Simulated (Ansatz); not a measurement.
# Se: the cost of one run

Method: DFT PBE, scalar-relativistic, in Ansatz 0.2.0.

## (1) The system as given

The structure is trigonal, space group P3_121 (No. 152). Conventional cell: a = 4.366 Å, b = 4.366 Å, c = 4.954 Å, α = 90.00°, β = 90.00°, γ = 120.00°. Se (site symmetry 2) has 2 Se at 2.37 Å as nearest neighbours.

Coordinates:

```
Se
1.0
     4.36620    0.00000    0.00000
    -2.18310    3.78124    0.00000
     0.00000    0.00000    4.95360
Se
3
Direct
  0.22540 0.00000 0.33333
  0.00000 0.22540 0.66667
  0.77460 0.77460 0.00000
```

Atoms are numbered in the order of the input: Se1, Se2, Se3.

## (2) After the deformation

Space group P3_121 before, P1 after.

## (3) LAPW, all electrons

input.yaml reads:

```yaml
crystal:
  lattice:
    - [4.3661999489, 0.0436619995, 0.0436619995]
    - [-2.1452875738, 3.759409074, 0.015981401]
    - [0.049536, 0.049536, 4.9536]
  atoms:
    - { symbol: Se, position: [0.2254, 0.0, 0.3333333333] }
    - { symbol: Se, position: [0.0, 0.2254, 0.6666666667] }
    - { symbol: Se, position: [0.7746, 0.7746, 0.0] }
kpoints:
  mp_grid: { grid: [6, 6, 5] }
  band_path:
    path:
      - [0.0, 0.0, 0.0]
      - [0.0, -0.5, 0.0]
      - [0.0, 0.0, 0.5]
      - [0.0, 0.0, 0.0]
      - [-0.5, 0.0, 0.0]
      - [-0.5, 0.5, -0.5]
      - [0.0, 0.0, 0.0]
      - [-0.5, 0.0, -0.5]
      - [-0.5, 0.5, 0.0]
    npoints: 5
scf:
  occupations: { method: fermi_dirac, width: 0.03 }
hamiltonian:
  xc: pbe
  pseudopotentials: { kind: all_electron, lapw: { basis_error: 0.001 } }
output:
  forces: true
  stress: true
  eigenvalues: true
```

Run with:

```console
$ ansatz run input.yaml --threads 1 --pin off --max-ram 4096MiB --backend cpu --events-out ev --progress --plain --runs-dir out
```

**Question.** How long does this run take on 1 thread of Intel Xeon Platinum 8488C (Sapphire Rapids), shared host, and how much memory does it need?

About 2.2 min, with a peak of 0.68 GiB.
